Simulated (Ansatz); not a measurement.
Input for Ansatz (plane-wave DFT), Rb:

```yaml
crystal:
  lattice:
    - [2.595521209, 1.4985248687, 12.9783245165]
    - [-2.595521209, 1.4985248687, 12.9783245165]
    - [0.0, -2.9970497373, 12.9783245165]
  atoms:
    - { symbol: Rb, position: [0.0, 0.0, 0.0] }
    - { symbol: Rb, position: [0.77762239, 0.77762239, 0.77762239] }
    - { symbol: Rb, position: [0.22237761, 0.22237761, 0.22237761] }
basis:
  ecutwfc: "24 Ry"
  ecutrho_ratio: 2
kpoints:
  mp_grid: { grid: [2, 4, 1] }
hamiltonian:
  xc: pbe
scf:
  occupations: { method: gaussian, width: 0.1 }
  lower_state_search: "off"
  n_extra_bands: 8
  convergence: { dr2_threshold: "1e-6 eV" }
  max_iter: 96
output:
  forces: true
  stress: true
  eigenvalues: true
```

Command:

```bash
ansatz run input.yaml --threads 1 --pin off --max-ram 1331MiB --backend cpu --events-out ev --progress --plain --runs-dir out
```

Output, shortened (HF is the Harris–Foulkes energy, dr2 the density residual in eV):

```text
Warning: basis.ecutwfc = 326.5366 eV is below the records' recommended 420 eV, and the density's cutoff is lower with it unless basis.ecutrho_ratio is high enough to keep the records' density cutoff: compare with a run at a higher cutoff
Warning: basis.ecutrho_ratio = 2 (ecutrho = 653.0732 eV) is below the records' recommended 1680 eV
Warning: crystal.symmetry: narrowed to the stabiliser of the k-point mesh — unitary ops 12 → 2; excluded 10 operations that carry a point of the 2×4×1 mesh (shift [0, 0, 0]) off the mesh (the run samples exactly the mesh kpoints.mp_grid names, as under crystal.symmetry.detect: false, and its converged state has the mesh's symmetry, not the crystal's …
Warning: scf.convergence.dr2_threshold = 1e-6 eV is looser than this run's default, which is 1e-7 eV or tighter. The error in the forces grows as the threshold's square root, so leave the key out unless less accurate forces are enough
Warning: output.stress: scf.convergence.dr2_threshold = 1e-6 eV is looser than the 3e-10 eV advised for a printed stress (1e-10 eV for each atom of the cell: 3). What an SCF threshold leaves in a stress goes as its square root, and in the free energy as the threshold itself …
basis.fft_grid_basis auto: the FFT boxes are laid along the combinations [[1, 0, -1], [0, 1, -1], [0, 0, 1]] of the cell's own vectors, 5.191, 5.191 and 13.320 Å long. The dense box has 30×30×72 points. Along the cell's own vectors, as sized, it would have 72×72×72, 5.76 times as many. Of the 12 symmetry operations that the crystal satisfies within crystal.symmetry.tolerance (time reversal apart …
scf.n_extra_bands = 8 over 14 filled bands (N_el = 27.0): the run solves 22 bands
Pseudopotential: Rb, paw, valence charge 9, recommended cutoff 420 eV (normal)
Crystal: 3 atoms, lattice volume = 302.872 Å³
Basis set: ecut = 326.5366 eV, 4095 PW (Γ), FFT grids on a1−a3, a2−a3, a3, exchange–correlation on 60×60×144 points (8 copies of the dense FFT grid, shifted against one another)
Bands: 22, of which v1, the nominal top of the filled ones, is band 14 counted from 1 (13 counted from 0)
Symmetry: 2 space group operations
k-points: 6 of 8
Initial density: superposition of atomic densities, corrected by the library's trained network
SCF iter   1: HF=-9801.854277 eV  Δρ=5.57e-4  dr2=2.64e-3
SCF iter   2: HF=-9801.855345 eV  Δρ=3.94e-4  dr2=1.82e-3
SCF iter   3: HF=-9801.855569 eV  Δρ=2.21e-4  dr2=8.18e-4
SCF iter   4: HF=-9801.855717 eV  Δρ=7.01e-5  dr2=1.63e-4
SCF iter   5: HF=-9801.855700 eV  Δρ=2.75e-5  dr2=1.61e-5
SCF iter   6: HF=-9801.855698 eV  Δρ=8.70e-6  dr2=1.05e-6
SCF iter   7: F=-9801.855698 eV  HF=-9801.855698 eV  Δρ=1.79e-6  dr2=2.31e-8
SCF 1 converged in 7 iterations: F = -9801.855698 eV  dr2 = 2.31e-8
SCF converged after 7 iterations
Free energy (F): -9801.855698 eV
E sigma→0 (E₀):  -9801.846933 eV
Entropy (-TS):   -0.017531 eV (-5.844 meV/atom)
Fermi energy:    1.609360 eV
--- Forces (eV/Å), atoms counted from 1 ---
  atom   1  Rb     0.00000000     0.00000000     0.00000000
  atom   2  Rb    -0.00144211     0.01244696     0.00417894
  atom   3  Rb     0.00144211    -0.01244696    -0.00417894
--- Stress (GPa, compression-positive) ---
       -0.224579      -0.025327       0.003259
       -0.025327      -0.459096       0.192945
        0.003259       0.192945       0.161165
  P = ⅓ Tr σ = -0.1742 GPa (-1.742 kbar)
```

These settings were drawn at random to show what each does; none of the numbers is a converged property of the crystal.